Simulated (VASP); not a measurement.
H21C12N7, 40 atoms in the cell. The cell holds a amorphous, 40 atoms: a = 7.656 Å, b = 7.656 Å, c = 7.656 Å, α = 90.00°, β = 90.00°, γ = 90.00°. The cell was built by a generator and needn't be a form met in nature.

* Program: VASP 6.6.1
* Task: single point
* Functional: r2SCAN
* Dispersion: D3(BJ)
* Potentials or basis: VASP PAW PBE potentials, release 64 (N, H, C)
* Cutoff: 520 eV
* k mesh: 1 × 1 × 1
* Occupations: fermi-dirac, width 0.05 eV
* Spin: no spin polarisation
* Dipole correction: no
* Further INCAR settings: LREAL = Auto; ALGO = Normal; EDIFF = 1e-07; NBANDS = 78

Potentials or basis: VASP PAW PBE potentials, release 64 (N, H, C).

Launch:

```console
$ cat potpaw_PBE.64/N/POTCAR potpaw_PBE.64/H/POTCAR potpaw_PBE.64/C/POTCAR > POTCAR
$ cp INCAR.step1 INCAR
$ mpirun -np 1 vasp_gam > vasp.out
$ cp INCAR.step2 INCAR
$ mpirun -np 1 vasp_gam > vasp.out
```

Hardware: 1 thread of Intel(R) Xeon(R) Platinum 8488C (Sapphire Rapids) (shared host).

Q: How long does it take, and how much memory?

A: It took 2.9 min on 1 thread of Intel(R) Xeon(R) Platinum 8488C (Sapphire Rapids), with other jobs on the host, peak memory 0.53 GiB. Counts: scf iterations 13, k points 1.
